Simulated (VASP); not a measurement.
# PbF2 (Fluorocronite): F into a neighbouring F vacancy, part 4 of 5

Aim: the barrier for one hop in PbF2 (Fluorocronite): F into a neighbouring F vacancy. The start is a cell from a database of measured crystal structures.

VASP 6.6.1; PBEsol; plane waves and PAW (Pb, F).

So far. Step 2 (Relax the host): The run ended after 2 ionic steps, 0.020 eV below its first step, once forces and stress met EDIFFG = -0.02. Step 3 (Relax the start): The run ended after 8 ionic steps, 0.454 eV below its first step, once the forces on the free atoms met EDIFFG = -0.05.

The database entry behind the starting cell differs from later determinations by our own check (0.1 to 0.3 % short, probably kX units), so it need not match the best structure at ambient conditions.

## Step 4: Relax the end (continued)

Relaxation path:

| step | energy less that of the first step (eV) | largest force (eV/Å) |
| --- | --- | --- |
| 1 | 0.0000 | 1.1460 |
| 2 | -0.2566 | 0.7554 |
| 3 | -0.3932 | 0.3275 |
| 4 | -0.3934 | 0.3498 |
| 5 | -0.4336 | 0.2224 |
| 6 | -0.4590 | 0.1716 |
| 7 | -0.4595 | 0.1859 |
| 8 | -0.4707 | 0.0803 |
| 9 | -0.4738 | 0.0746 |
| 10 | -0.4773 | 0.0464 |

The atoms that moved most (Å):

| atom | dx | dy | dz | length |
| --- | --- | --- | --- | --- |
| Pb3 | 0.071 | 0.070 | -0.098 | 0.140 |
| Pb2 | -0.082 | -0.045 | -0.048 | 0.105 |
| F30 | -0.015 | 0.096 | -0.011 | 0.098 |
| F25 | 0.030 | 0.003 | -0.089 | 0.094 |
| F34 | -0.006 | -0.007 | 0.093 | 0.093 |
| Pb1 | -0.035 | -0.015 | 0.078 | 0.087 |
| Pb8 | -0.034 | 0.038 | 0.062 | 0.081 |
| F28 | 0.001 | -0.075 | 0.025 | 0.079 |

The relaxed structure:

```xyz
35
Lattice="0.0000 5.8514 5.8514 5.8514 0.0000 5.8514 8.7771 8.7771 0.0000" Properties=species:S:1:pos:R:3 pbc="T T T"
Pb   -0.0275   -0.0323    0.0482
Pb    2.8788    2.8789   -0.0613
Pb    5.9250    5.9171   -0.0813
Pb    2.9212    0.0177    2.9007
Pb    5.8943    2.8787    2.9659
Pb    8.7903    5.8291    2.9200
Pb    0.0232    2.9229    2.9028
Pb    2.8668    5.9014    2.9714
Pb    5.8497    8.7779    2.9249
Pb    2.9327    2.9231    5.8418
Pb    5.8422    5.8439    5.8469
Pb    8.7871    8.7687    5.8407
F     7.3225    7.3011    4.3850
F    10.2512   10.2274    4.3791
F     7.3740    4.4044    7.2939
F    10.2397    7.2396    7.3271
F    13.1738   10.2190    7.3278
F     4.3831    7.3775    7.2847
F     7.2701   10.2379    7.3210
F    10.2392   13.1705    7.3168
F     7.3602    7.3714   10.1886
F    10.2295   10.2257   10.2855
F    13.1301   13.1322   10.2784
F     1.4639    1.4753    1.4116
F     4.3948    4.4042    4.3258
F     7.3270    7.3201    1.4203
F     4.4572    1.4676    4.3726
F     7.3000    4.3154    4.3826
F    10.2775    7.3110    4.3813
F     1.4675    4.4303    4.3784
F     4.3048    7.3124    4.3932
F     7.3199   10.2602    4.3890
F     4.4116    4.3932    7.3103
F     7.2947    7.3072    7.3818
F    10.2538   10.2313    7.3158
```

Numbers from this step:

| Property | Result |
| --- | --- |
| electronic cycles | 90 |
| free energy (TOTEN) | -179.0046 eV |
| Fermi energy | 0.9348 eV |
| gap on the k-mesh | 3.657 eV |
| least direct gap on the k-mesh | 3.675 eV |

The run ended after 10 ionic steps, 0.477 eV below its first step, once the forces on the free atoms met EDIFFG = -0.05.

## Step 5: Nudged elastic band

Images on a straight line between the ends relax across the path, while springs keep them spaced along it.

This cell carries charge +1, set by NELECT and balanced by a uniform background.

INCAR

```
SYSTEM = Pb12F23
PREC = Normal
ENCUT = 400
EDIFF = 1E-05
NELM = 120
ISMEAR = 0
SIGMA = 0.05
LREAL = Auto
ALGO = Fast
GGA = PS
NELECT = 208
LWAVE = .FALSE.
LCHARG = .FALSE.
NCORE = 2
IMAGES = 3
SPRING = -5
IBRION = 1
POTIM = 0.3
NSW = 50
EDIFFG = -0.05
ISYM = 0
ISIF = 0
```

POSCAR

```
Pb12F23
1.0
    0.0000000000      5.8514291068      5.8514291068
    5.8514291068      0.0000000000      5.8514291068
    8.7771436602      8.7771436602      0.0000000000
Pb F
12 23
Direct
    0.0003562651      0.9990742758      0.9999862428
    0.0002715931      0.9996947018      0.3338241878
    0.0001054715      0.9993341759      0.6665700174
    0.9980751699      0.5010001792      0.0013103050
    0.9864423821      0.5032856606      0.3372783313
    0.0030724549      0.4990228161      0.6651538011
    0.5010112367      0.9974954087      0.0004024904
    0.5053602398      0.9871406484      0.3363345662
    0.4993241311      0.0036407554      0.6642507661
    0.5073086734      0.5064129204      0.9874449095
    0.5030614061      0.5054973842      0.3361168219
    0.4944694941      0.4954368914      0.6737325892
    0.3778999180      0.3796860679      0.5799828369
    0.3772357742      0.3776483446      0.9140739627
    0.3794177502      0.8685832541      0.2554935275
    0.3801977540      0.8703856414      0.5803385880
    0.3786748801      0.8723381504      0.9150969146
    0.8675208840      0.3791440783      0.2558686166
    0.8703236102      0.3810478923      0.5794088755
    0.8721771966      0.3787511690      0.9145435951
    0.8689786255      0.8677001964      0.2557709414
    0.8746956486      0.8742910901      0.5826242585
    0.8743663722      0.8731307490      0.9180040006
    0.1249757322      0.1234632674      0.0849945073
    0.1307930521      0.1291051733      0.4123344095
    0.1243620864      0.1248807128      0.7505687926
    0.1277486456      0.6203344520      0.0871745142
    0.1310128028      0.6206733585      0.4111567837
    0.1248213404      0.6234396598      0.7515342837
    0.6203589428      0.1284045541      0.0879906955
    0.6202704605      0.1311718908      0.4122848676
    0.6227334890      0.1246461001      0.7511847063
    0.6186756320      0.6194251097      0.0883232149
    0.6281763712      0.6290892017      0.4087170604
    0.6213160688      0.6217498100      0.7561752216
```

KPOINTS

```
Automatic mesh
0
Gamma
2 2 1
0 0 0
```

00/POSCAR

```
Pb12F23
1.0
    0.0000000000      5.8514291068      5.8514291068
    5.8514291068      0.0000000000      5.8514291068
    8.7771436602      8.7771436602      0.0000000000
Pb F
12 23
Direct
    0.0003562651      0.9990742758      0.9999862428
    0.0002715931      0.9996947018      0.3338241878
    0.0001054715      0.9993341759      0.6665700174
    0.9980751699      0.5010001792      0.0013103050
    0.9864423821      0.5032856606      0.3372783313
    0.0030724549      0.4990228161      0.6651538011
    0.5010112367      0.9974954087      0.0004024904
    0.5053602398      0.9871406484      0.3363345662
    0.4993241311      0.0036407554      0.6642507661
    0.5073086734      0.5064129204      0.9874449095
    0.5030614061      0.5054973842      0.3361168219
    0.4944694941      0.4954368914      0.6737325892
    0.3778999180      0.3796860679      0.5799828369
    0.3772357742      0.3776483446      0.9140739627
    0.3794177502      0.8685832541      0.2554935275
    0.3801977540      0.8703856414      0.5803385880
    0.3786748801      0.8723381504      0.9150969146
    0.8675208840      0.3791440783      0.2558686166
    0.8703236102      0.3810478923      0.5794088755
    0.8721771966      0.3787511690      0.9145435951
    0.8689786255      0.8677001964      0.2557709414
    0.8746956486      0.8742910901      0.5826242585
    0.8743663722      0.8731307490      0.9180040006
    0.1249757322      0.1234632674      0.0849945073
    0.1307930521      0.1291051733      0.4123344095
    0.1243620864      0.1248807128      0.7505687926
    0.1277486456      0.6203344520      0.0871745142
    0.1310128028      0.6206733585      0.4111567837
    0.1248213404      0.6234396598      0.7515342837
    0.6203589428      0.1284045541      0.0879906955
    0.6202704605      0.1311718908      0.4122848676
    0.6227334890      0.1246461001      0.7511847063
    0.6186756320      0.6194251097      0.0883232149
    0.6281763712      0.6290892017      0.4087170604
    0.6213160688      0.6217498100      0.7561752216
```

01/POSCAR

```
Pb12F23
1.0
    0.0000000000      5.8514291068      5.8514291068
    5.8514291068      0.0000000000      5.8514291068
    8.7771436602      8.7771436602      0.0000000000
Pb F
12 23
Direct
    0.0011940809      1.0004371683      0.9984507103
   -0.0011032845      0.9984598684      0.3332390911
   -0.0018250447      0.9979333161      0.6697343668
    0.9984941488      0.4997414972      0.0015276902
    0.9887698712      0.5052441465      0.3356597240
    0.0014248260      0.4999030269      0.6654832145
    0.4997129800      0.9981880514      0.0009192806
    0.5073213463      0.9890059963      0.3348056162
    0.4995280424      0.0026591188      0.6648537902
    0.5050695156      0.5048097737      0.9907826996
    0.5022352665      0.5039903916      0.3352475654
    0.4952289729      0.4967437785      0.6721397902
    0.3766434492      0.3788948609      0.5807997953
    0.3759667460      0.3772896200      0.9148375916
    0.3769407280      0.8706874673      0.2554872529
    0.3775821071      0.8734034948      0.5798369097
    0.3774235748      0.8739129132      0.9151140424
    0.8702257649      0.3760077315      0.2556457113
    0.8725356316      0.3787817547      0.5796354639
    0.8730584470      0.3777466488      0.9150947813
    0.8696237867      0.8681890964      0.2565279490
    0.8756620112      0.8755215070      0.5817995144
    0.8753917576      0.8743718353      0.9161383022
    0.1241321328      0.1225089535      0.0855005606
    0.1907038147      0.1890390000      0.3729559532
    0.1234653796      0.1241477726      0.7512966979
    0.1253560004      0.6225221233      0.0874875391
    0.1281239022      0.6228857170      0.4113748896
    0.1238385152      0.6245445123      0.7517426208
    0.6220941307      0.1265447471      0.0876308524
    0.6232993449      0.1279783721      0.4120950843
    0.6236215376      0.1244314684      0.7512499302
    0.6197785426      0.6211264604      0.0875269781
    0.6290924230      0.6292422152      0.4093622626
    0.6217874922      0.6230769481      0.7546823822
```

02/POSCAR

```
Pb12F23
1.0
    0.0000000000      5.8514291068      5.8514291068
    5.8514291068      0.0000000000      5.8514291068
    8.7771436602      8.7771436602      0.0000000000
Pb F
12 23
Direct
    0.0020318966      1.0018000608      0.9969151778
   -0.0024781621      0.9972250351      0.3326539944
   -0.0037555608      0.9965324563      0.6728987161
    0.9989131277      0.4984828152      0.0017450754
    0.9910973602      0.5072026325      0.3340411168
   -0.0002228029      0.5007832378      0.6658126280
    0.4984147232      0.9988806942      0.0014360709
    0.5092824527      0.9908713442      0.3332766662
    0.4997319538      0.0016774821      0.6654568142
    0.5028303577      0.5032066270      0.9941204897
    0.5014091269      0.5024833989      0.3343783088
    0.4959884517      0.4980506656      0.6705469911
    0.3753869803      0.3781036540      0.5816167536
    0.3746977179      0.3769308954      0.9156012205
    0.3744637058      0.8727916806      0.2554809782
    0.3749664602      0.8764213482      0.5793352314
    0.3761722695      0.8754876760      0.9151311701
    0.8729306458      0.3728713847      0.2554228061
    0.8747476531      0.3765156172      0.5798620523
    0.8739396974      0.3767421287      0.9156459674
    0.8702689480      0.8686779964      0.2572849567
    0.8766283739      0.8767519238      0.5809747702
    0.8764171430      0.8756129216      0.9142726039
    0.1232885334      0.1215546396      0.0860066139
    0.2506145773      0.2489728267      0.3335774969
    0.1225686728      0.1234148325      0.7520246032
    0.1229633552      0.6247097946      0.0878005640
    0.1252350016      0.6250980754      0.4115929955
    0.1228556900      0.6256493648      0.7519509580
    0.6238293185      0.1246849400      0.0872710093
    0.6263282292      0.1247848534      0.4119053010
    0.6245095863      0.1242168366      0.7513151542
    0.6208814532      0.6228278110      0.0867307413
    0.6300084748      0.6293952286      0.4100074649
    0.6222589156      0.6244040862      0.7531895429
```

03/POSCAR

```
Pb12F23
1.0
    0.0000000000      5.8514291068      5.8514291068
    5.8514291068      0.0000000000      5.8514291068
    8.7771436602      8.7771436602      0.0000000000
Pb F
12 23
Direct
    0.0028697124      1.0031629534      0.9953796453
   -0.0038530397      0.9959902018      0.3320688978
   -0.0056860770      0.9951315965      0.6760630655
    0.9993321066      0.4972241331      0.0019624607
    0.9934248493      0.5091611184      0.3324225095
   -0.0018704319      0.5016634486      0.6661420414
    0.4971164664      0.9995733370      0.0019528612
    0.5112435592      0.9927366922      0.3317477162
    0.4999358652      0.0006958455      0.6660598382
    0.5005911998      0.5016034804      0.9974582798
    0.5005829872      0.5009764063      0.3335090523
    0.4967479305      0.4993575528      0.6689541921
    0.3741305114      0.3773124470      0.5824337120
    0.3734286898      0.3765721707      0.9163648494
    0.3719866835      0.8748958938      0.2554747036
    0.3723508133      0.8794392016      0.5788335530
    0.3749209641      0.8770624389      0.9151482978
    0.8756355268      0.3697350379      0.2551999008
    0.8769596746      0.3742494796      0.5800886407
    0.8748209479      0.3757376086      0.9161971536
    0.8709141092      0.8691668963      0.2580419644
    0.8775947366      0.8779823406      0.5801500260
    0.8774425283      0.8768540079      0.9124069056
    0.1224449339      0.1206003258      0.0865126672
    0.3105253398      0.3089066534      0.2941990406
    0.1216719659      0.1226818924      0.7527525086
    0.1205707100      0.6268974659      0.0881135889
    0.1223461010      0.6273104339      0.4118111014
    0.1218728648      0.6267542172      0.7521592952
    0.6255645063      0.1228251330      0.0869111662
    0.6293571136      0.1215913347      0.4117155177
    0.6253976349      0.1240022048      0.7513803782
    0.6219843639      0.6245291617      0.0859345045
    0.6309245267      0.6295482420      0.4106526672
    0.6227303390      0.6257312242      0.7516967036
```

04/POSCAR

```
Pb12F23
1.0
    0.0000000000      5.8514291068      5.8514291068
    5.8514291068      0.0000000000      5.8514291068
    8.7771436602      8.7771436602      0.0000000000
Pb F
12 23
Direct
    0.0037075282      1.0045258459      0.9938441128
   -0.0052279173      0.9947553684      0.3314838011
   -0.0076165932      0.9937307367      0.6792274148
    0.9997510855      0.4959654511      0.0021798459
    0.9957523384      0.5111196043      0.3308039022
   -0.0035180608      0.5025436594      0.6664714548
    0.4958182097      1.0002659797      0.0024696514
    0.5132046657      0.9946020401      0.3302187662
    0.5001397765     -0.0002857911      0.6666628623
    0.4983520420      0.5000003337      1.0007960699
    0.4997568476      0.4994694136      0.3326397958
    0.4975074093      0.5006644399      0.6673613931
    0.3728740426      0.3765212400      0.5832506704
    0.3721596616      0.3762134461      0.9171284783
    0.3695096613      0.8770001070      0.2554684290
    0.3697351664      0.8824570550      0.5783318747
    0.3736696588      0.8786372017      0.9151654256
    0.8783404077      0.3665986911      0.2549769956
    0.8791716960      0.3719833420      0.5803152291
    0.8757021983      0.3747330884      0.9167483397
    0.8715592704      0.8696557963      0.2587989720
    0.8785610992      0.8792127575      0.5793252819
    0.8784679137      0.8780950942      0.9105412072
    0.1216013345      0.1196460119      0.0870187205
    0.3704361024      0.3688404801      0.2548205843
    0.1207752591      0.1219489522      0.7534804139
    0.1181780648      0.6290851372      0.0884266138
    0.1194572004      0.6295227924      0.4120292073
    0.1208900396      0.6278590697      0.7523676323
    0.6272996942      0.1209653259      0.0865513231
    0.6323859979      0.1183978160      0.4115257344
    0.6262856835      0.1237875731      0.7514456021
    0.6230872745      0.6262305123      0.0851382677
    0.6318405785      0.6297012555      0.4112978694
    0.6232017624      0.6270583623      0.7502038642
```

Potentials, in the order of the species: Pb and F (PBE family, release 64).

Started as:

```console
$ mpirun -np 6 vasp_std
```

The program printed:

```text
[banner, memory and clock lines left out]
running    6 mpi-ranks, on    1 nodes
 each image running on    2 cores
 distrk:  each k-point on    2 cores,    1 groups
 distr:  one band on    2 cores,    1 groups

 POSCAR found type information on POSCAR PbF
 01/POSCAR found :  2 types and      35 ions
 [... a notice as in an earlier step ...]

 LDA part: xc-table for (Slater+PW92), standard interpolation
 POSCAR found type information on POSCAR PbF
 00/POSCAR found :  2 types and      35 ions
 POSCAR found type information on POSCAR PbF
 04/POSCAR found :  2 types and      35 ions
 [... a notice as in an earlier step ...]

 POSCAR, INCAR and KPOINTS ok, starting setup
 FFT: planning ... GRIDC
 FFT: planning ... GRID_SOFT
 FFT: planning ... GRID
 WAVECAR not read
 entering main loop
       N       E                     dE             d eps       ncg     rms          rms(c)
DAV:   1     0.156336461443E+04    0.15634E+04   -0.88233E+04  1016   0.122E+03
DAV:   2    -0.309700149319E+02   -0.15943E+04   -0.15342E+04  1232   0.312E+02
DAV:   3    -0.192603541321E+03   -0.16163E+03   -0.16017E+03  1108   0.105E+02
DAV:   4    -0.196137659668E+03   -0.35341E+01   -0.35159E+01  1216   0.158E+01
BRMIX: very serious problems
 the old and the new charge density differ
 old charge density:   209.00000 new  208.00000
BRMIX: very serious problems
 the old and the new charge density differ
 old charge density:   209.00000 new  208.00000
DAV:   5    -0.196251295306E+03   -0.11364E+00   -0.11353E+00  1160   0.242E+00BRMIX: very serious problems
 the old and the new charge density differ
 old charge density:   209.00000 new  207.99999
    0.424E+01
RMM:   6    -0.178471073305E+03    0.17780E+02   -0.72714E+01   993   0.222E+01    0.262E+01
RMM:   7    -0.178715513780E+03   -0.24444E+00   -0.11976E+01  1048   0.546E+00    0.172E+01
RMM:   8    -0.178578031527E+03    0.13748E+00   -0.16995E+00   992   0.394E+00    0.665E+00
RMM:   9    -0.178653570394E+03   -0.75539E-01   -0.63250E-01  1121   0.145E+00    0.284E+00
RMM:  10    -0.178660737166E+03   -0.71668E-02   -0.70258E-02  1079   0.518E-01    0.111E+00
RMM:  11    -0.178657396062E+03    0.33411E-02   -0.27265E-02   999   0.384E-01    0.117E-01
RMM:  12    -0.178657992699E+03   -0.59664E-03   -0.37284E-03  1061   0.120E-01    0.153E-01
RMM:  13    -0.178658128991E+03   -0.13629E-03   -0.77555E-04  1087   0.476E-02    0.420E-02
RMM:  14    -0.178658219224E+03   -0.90232E-04   -0.10969E-04   922   0.297E-02    0.435E-02
RMM:  15    -0.178658245037E+03   -0.25814E-04   -0.46147E-05   767   0.152E-02    0.112E-02
RMM:  16    -0.178658250900E+03   -0.58631E-05   -0.12400E-05   588   0.641E-03
   1 F= -.17865825E+03 E0= -.17865825E+03  d E =-.178658E+03
 BRION: g(F)=  0.551E+00 g(S)=  0.000E+00
 bond charge predicted
       N       E                     dE             d eps       ncg     rms          rms(c)
DAV:   1    -0.178723893418E+03   -0.65648E-01   -0.92465E+00  1088   0.107E+01    0.106E+00
RMM:   2    -0.178741714217E+03   -0.17821E-01   -0.25806E-01  1001   0.149E+00    0.608E-01
RMM:   3    -0.178740949736E+03    0.76448E-03   -0.26702E-02  1032   0.395E-01    0.497E-01
RMM:   4    -0.178740614885E+03    0.33485E-03   -0.45469E-03  1027   0.172E-01    0.226E-01
RMM:   5    -0.178740558272E+03    0.56613E-04   -0.11471E-03  1099   0.652E-02    0.627E-02
RMM:   6    -0.178740563488E+03   -0.52158E-05   -0.20382E-04  1022   0.310E-02    0.329E-02
RMM:   7    -0.178740568909E+03   -0.54209E-05   -0.60889E-05   821   0.184E-02
   2 F= -.17874057E+03 E0= -.17874057E+03  d E =-.823180E-01
[... from here on, the cycles between the ionic steps are left out ...]
   3 F= -.17880107E+03 E0= -.17880107E+03  d E =-.605006E-01
   4 F= -.17882805E+03 E0= -.17882805E+03  d E =-.269823E-01
   5 F= -.17885542E+03 E0= -.17885542E+03  d E =-.273692E-01
   6 F= -.17886329E+03 E0= -.17886329E+03  d E =-.787323E-02
   7 F= -.17887213E+03 E0= -.17887213E+03  d E =-.883085E-02
   8 F= -.17887684E+03 E0= -.17887684E+03  d E =-.471571E-02
   9 F= -.17887947E+03 E0= -.17887947E+03  d E =-.263416E-02
  10 F= -.17888130E+03 E0= -.17888130E+03  d E =-.182687E-02
  11 F= -.17888243E+03 E0= -.17888243E+03  d E =-.113216E-02
 BRION: g(F)=  0.161E-02 g(S)=  0.000E+00 retain N=  1 mean eig= 7.62
 eig:   7.615
 bond charge predicted
       N       E                     dE             d eps       ncg     rms          rms(c)
DAV:   1    -0.178880619905E+03    0.18131E-02   -0.14299E+00   992   0.443E+00    0.210E-01
RMM:   2    -0.178883820440E+03   -0.32005E-02   -0.33655E-02   993   0.601E-01    0.753E-02
RMM:   3    -0.178883816249E+03    0.41906E-05   -0.23599E-03  1034   0.148E-01    0.650E-02
RMM:   4    -0.178883839584E+03   -0.23334E-04   -0.45800E-04  1118   0.486E-02    0.472E-02
RMM:   5    -0.178883820112E+03    0.19471E-04   -0.82091E-05   967   0.254E-02    0.122E-02
RMM:   6    -0.178883821843E+03   -0.17303E-05   -0.22915E-05   607   0.120E-02
  12 F= -.17888382E+03 E0= -.17888382E+03  d E =-.138783E-02
 BRION: g(F)=  0.118E-02 g(S)=  0.000E+00
 BRIONS problems: POTIM should be increased
 retain N=  1 mean eig= 9.73
 eig:   9.733
 reached required accuracy - stopping structural energy minimisation
```

Wall time 12 min (6 MPI ranks of AMD EPYC 7R43, shared host); peak memory 1.5 GiB; 74 min of CPU time.

(Part 4 of 5 ends here.)

[Lines on the potential files, build, host, timing and source positions are cut from VASP's logs without a mark.]

[Logs are printed without paths, hosts, clocks, repeated set-up lines and the standing remarks that a program may print on its own settings, such as how far it seeks lower states.]

[Hosts, paths, dates, database ids (printed as entryN), source tags and the programs' standing remarks are cut or masked in the printed files.]

[Runs that stopped without an error message from VASP are left out.]
